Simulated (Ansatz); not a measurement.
Input and command of a plane-wave DFT calculation in Ansatz:

```yaml
crystal:
  lattice:
    - [5.3514623836, 3.0896682477, 1.5222232904]
    - [-5.3514623836, 3.0896682477, 1.5222232904]
    - [0.0, -6.1793364955, 1.5222232902]
  atoms:
    - { symbol: Se, position: [0.3025245761, 0.1671748822, 0.9090848799] }
    - { symbol: Se, position: [0.9090848799, 0.3025245761, 0.1671748822] }
    - { symbol: Se, position: [0.1671748822, 0.9090848799, 0.3025245761] }
    - { symbol: Se, position: [0.6974754239, 0.8328251178, 0.0909151201] }
    - { symbol: Se, position: [0.0909151201, 0.6974754239, 0.8328251178] }
    - { symbol: Se, position: [0.8328251178, 0.0909151201, 0.6974754239] }
basis:
  ecutwfc: 420
kpoints:
  mp_grid: { grid: [6, 6, 6] }
hamiltonian:
  xc: pbesol
scf:
  occupations: { method: gaussian, width: 0.02 }
output:
  forces: true
  stress: true
  eigenvalues: true
  write_density: true
  write_potential: true
  elf: true
  volumetric_format: npy
relax:
  adjacent_minimum: "off"
  f_tol: 0.005
  max_steps: 80
  cell: { stress_tol: 0.05 }
```

```bash
ansatz run input.yaml --threads 2 --pin off --max-ram 5120MiB --backend cpu --events-out ev --progress --plain --runs-dir out
```

Processor: Arm Neoverse V2, 2 threads, on a host shared with other jobs.

**Question.** How long does it run, and how much memory does it take?

**Answer.** About 18 s on 2 threads of Arm Neoverse V2 (shared host), peak memory 0.59 GiB. It solves 58 bands at 40 k points (the mesh reduced by the symmetry that the task leaves, which can be less than the crystal's) with about 2993 plane waves (on the last cell), in 11 SCF iterations over 2 ionic steps.
